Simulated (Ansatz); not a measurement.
# Choice of functional: Zr

```
Zr
1.0
    -1.78744    1.78744    1.78744
     1.78744   -1.78744    1.78744
     1.78744    1.78744   -1.78744
Zr
1
Cartesian
  0.0000 0.0000 0.0000
```

The cell was built from the bcc type and relaxed in the same program, and has space group Im-3m; it needn't be a known or the stable phase.

One fixed cell is solved with several functionals by PAW (frozen-core files) in Ansatz 0.2.0, scalar-relativistically. A positive pressure means that the functional wants a larger cell.

The PAW files were made with PBE; their cores are remade for each functional.

Sampling and basis: a Γ-centred 16×16×16 k mesh, Fermi–Dirac smearing of 0.05 eV, cutoff 420 eV, no spin polarisation.

Cutoffs: PBE 420 eV, LDA 420 eV, PBEsol 420 eV, r²SCAN 500 eV.

| setting | P (GPa) | lowest level at Γ above −25 eV, from the valence-band top or, without a gap, the Fermi level (eV) |
| --- | --- | --- |
| PBE | 0.00 | -5.39 |
| LDA | -6.82 | -5.38 |
| PBEsol | ? | -5.40 |
| r²SCAN | 0.52 | ? |

Q: What belongs in the row "r²SCAN", column "lowest level at Γ above −25 eV, from the valence-band top or, without a gap, the Fermi level (eV)"?

A: -5.73.

Q: Fill in "P (GPa)" for the row "PBEsol".

A: -3.91.
